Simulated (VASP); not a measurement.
HfO2:

```
CELL_PARAMETERS angstrom
0.00000 2.55750 2.55750
2.55750 0.00000 2.55750
2.55750 2.55750 0.00000
ATOMIC_POSITIONS crystal
Hf 0.00000 0.00000 0.00000
O 0.25000 0.25000 0.25000
O 0.75000 0.75000 0.75000
```

Measurements of this composition are mostly on another form, of space group No. 14.

| Property | Result |
| --- | --- |
| Program | VASP 6.6.1 |
| Task | relaxation of cell and atoms |
| Functional | r2SCAN |
| Potentials or basis | VASP PAW PBE potentials, release 64 (Hf_pv, O) |
| Cutoff | 600 eV |
| k mesh | 10 × 10 × 10 |
| Occupations | gaussian, width 0.03 eV |
| Spin | no spin polarisation |

At the start: pressure -12.4 GPa; volume 11.15 Å³/atom.

**Question.** How do energy, volume and symmetry change on relaxing?

**Answer.** Over 4 steps the energy falls by 21.4 meV/atom and the volume is 10.62 Å³/atom (-4.8 %); space group Fm-3m (No. 225, to 0.05 Å).

The path:
```tsv
step	energy change (eV)	largest force (eV/Å)	pressure (GPa)	volume (Å³)
1	0.0000	0.0000	-12.41	33.46
2	0.1157	0.0000	25.79	29.45
3	-0.0642	0.0000	-0.36	31.88
4	-0.0643	0.0000	-0.02	31.85
```

Final structure:
```
Hf O
1.0
     0.00000    2.51580    2.51580
     2.51580    0.00000    2.51580
     2.51580    2.51580    0.00000
Hf O
1 2
Direct
  0.00000 0.00000 0.00000
  0.25000 0.25000 0.25000
  0.75000 0.75000 0.75000
```

Caveat: the PAW data sets were made with another functional, which shifts forces and pressure a little.
